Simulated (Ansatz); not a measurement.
A relaxed cell of Ge is given with its symmetry left out. The cell was found from a structure generator's guess, not taken from experiment.

Method: Ansatz, DFT PBE, scalar-relativistic, plane waves, PAW. Cutoff 420 eV, Γ-centred mesh, Gaussian smearing, no spin polarisation.

```cif
data_structure
_symmetry_space_group_name_H-M 'P 1'
_symmetry_Int_Tables_number 1
_cell_length_a 2.7294
_cell_length_b 5.6846
_cell_length_c 6.9944
_cell_angle_alpha 90.000
_cell_angle_beta 90.000
_cell_angle_gamma 90.000
_cell_volume 108.52
loop_
_atom_site_label
_atom_site_type_symbol
_atom_site_fract_x
_atom_site_fract_y
_atom_site_fract_z
_atom_site_occupancy
Ge1 Ge 0.50000 0.77064 0.31335 1
Ge2 Ge 0.50000 0.22936 0.31335 1
Ge3 Ge 0.50000 0.77064 0.68665 1
Ge4 Ge 0.50000 0.22936 0.68665 1
Ge5 Ge 0.50000 0.50000 0.00000 1
```

Energies count from the standard state of Ge at the same level.

Task: What space group does it have?

Result: Pmmm (No. 47). Conventional cell: a = 2.729 Å, b = 5.685 Å, c = 6.994 Å. Ge on a site of symmetry m has 5 Ge at 2.61–2.73 Å and 1 Ge at 3.08 Å; Ge on a site of symmetry mmm is surrounded by 6 Ge at 2.68–2.73 Å.

Task: How far does it lie from the standard state of Ge?

Result: +0.29 eV/atom. So it is a metastable form at best.

Task: Is it a metal?

Result: Yes, bands cross the Fermi level on the 14×8×6 mesh.

Task: From what recipe could a structure generator have reached it?

Result: One such recipe: 6-connected net of one element (Pmmm, No. 47). Other recipes can lead to the same cell.

The last run used a 14×8×6 mesh (in the run's order of axes) for its 5-atom cell and Gaussian smearing of 0.10 eV. Symmetry constrained the relaxation, so the result can be a saddle point. Another cell of Ge relaxed alike, in Pmma, lies 157 meV/atom lower, so this cell isn't the stable form at this level.
